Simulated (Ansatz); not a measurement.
Na: a film clamped to a substrate

Method: DFT PBE, scalar-relativistic, plane waves, PAW in Ansatz 0.2.0. The runs took a 420 eV cutoff, a Γ-centred 16×16×16 mesh and Gaussian smearing (0.15 eV). No spin polarisation. Energies are free energies at this smearing, counted from the undisturbed cell; pressure is positive in compression.

Zero of the scan (as given, not relaxed at this level; it stands at -0.2 GPa):

```
CELL_PARAMETERS angstrom
-2.11750 2.11750 2.11750
2.11750 -2.11750 2.11750
2.11750 2.11750 -2.11750
ATOMIC_POSITIONS crystal
Na 0.00000 0.00000 0.00000
```

The cell (1 atom, V0 = 37.98 Å³) is strained by p along both x and y and by q along z, fractional coordinates fixed. τp = (1/V0) ∂E/∂p = (σxx + σyy)(1 + p)(1 + q) and τq = (1/V0) ∂E/∂q = σzz(1 + p)², with tension positive.

```
     p q  ΔE (meV/atom)  τp (GPa)  τq (GPa)
 0.000   0.000           0.00      0.40      0.20
-0.015   0.000          -0.62     -0.06     -0.01
 0.015   0.000           2.19      0.82      0.39
 0.000  -0.015          -0.49      0.20      0.07
 0.000   0.015           0.92      0.60      0.31
```

Problem. Get the second derivatives of the energy density.

Solution. Central differences give A = ∂τp/∂p = 29.5 GPa (C11 + C22 + 2 C12), C = ∂τq/∂q = 8.0 GPa (C33) and the cross term B = ∂τq/∂p = 13.5 GPa (C13 + C23); ∂τp/∂q = 13.4 GPa must equal B, and any difference shows higher-order terms. The ions are clamped. In a cubic crystal C11 = C = 8.0, C12 = B/2 = 6.7 GPa and A should be 2(C11 + C12) = 29.5 GPa; the bulk modulus is (C11 + 2 C12)/3 = 7.2 GPa.

Problem. A film of this crystal grows with z along the normal on a substrate that imposes p. How does its thickness respond, and what does the misfit cost?

Solution. Count p and q from the stress-free cell. A free surface needs τq = 0, so q = −(B/C) p = -1.68 p. The energy density left is (A − B²/C) p²/2 = M p², with the biaxial modulus M = 3.5 GPa (a small difference of large numbers, so errors of a few per cent in A, B and C become tens of per cent in M); a misfit of 1 % costs 0.08 meV/atom, against 0.35 meV/atom if the thickness were held.

In a metal these slopes depend on the k mesh and the smearing.